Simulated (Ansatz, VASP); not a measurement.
## HfN: VASP beside Ansatz

Contents of INCAR:

```
PREC = Accurate
ENCUT = 520
EDIFF = 1E-6
ISMEAR = 1
SIGMA = 0.1
LREAL = False
LASPH = True
NELM = 60
ALGO = Normal
ISIF = 2
LWAVE = False
LCHARG = False
GGA = PE
NBANDS = 14
```

KPOINTS

```
Automatic mesh
0
Gamma
  9 9 9
```

File POSCAR:

```
HfN
1.0
    0.0000000000      2.2856876150      2.2856876150
    2.2856876150      0.0000000000      2.2856876150
    2.2856876150      2.2856876150      0.0000000000
Hf N
1 1
Direct
    0.0000000000      0.0000000000      0.0000000000
    0.5000000000      0.5000000000      0.5000000000
```

Input for Ansatz:

```yaml
crystal:
  lattice:
    - [0.0, 2.2856876150183196, 2.2856876150183196]
    - [2.2856876150183196, 0.0, 2.2856876150183196]
    - [2.2856876150183196, 2.2856876150183196, 0.0]
  atoms:
    - { symbol: Hf, position: [0.0, 0.0, 0.0] }
    - { symbol: "N", position: [0.5, 0.5, 0.5] }
basis:
  ecutwfc: 500.0
kpoints:
  mp_grid:
    grid: [9, 9, 9]
hamiltonian:
  xc: pbe
  pseudopotentials:
    kind: paw
scf:
  occupations:
    method: cold
    width: 0.1
output:
  stress: true
```

Alike in both runs: task single point; functional PBE; k mesh 9 × 9 × 9; no spin polarisation.

|  | VASP | Ansatz |
| --- | --- | --- |
| version | VASP 6.6.1 | Ansatz 0.2.0 |
| potentials or method | VASP PAW PBE potentials, release 64 (Hf_pv, N) | plane waves, PAW |
| plane-wave cutoff (eV) | 520 | 500 |
| occupations | methfessel-paxton of order 1, width 0.1 eV | cold, width 0.1 eV |
| valence electrons in the cell | 15 | 31 |

```csv
,VASP,Ansatz,Ansatz less VASP
pressure (GPa),-6.2,-4.0,+2.25
```

The two sets of potentials don't hold the same shells in valence.

The runs have no spin-orbit coupling, so splittings on Hf are missing.
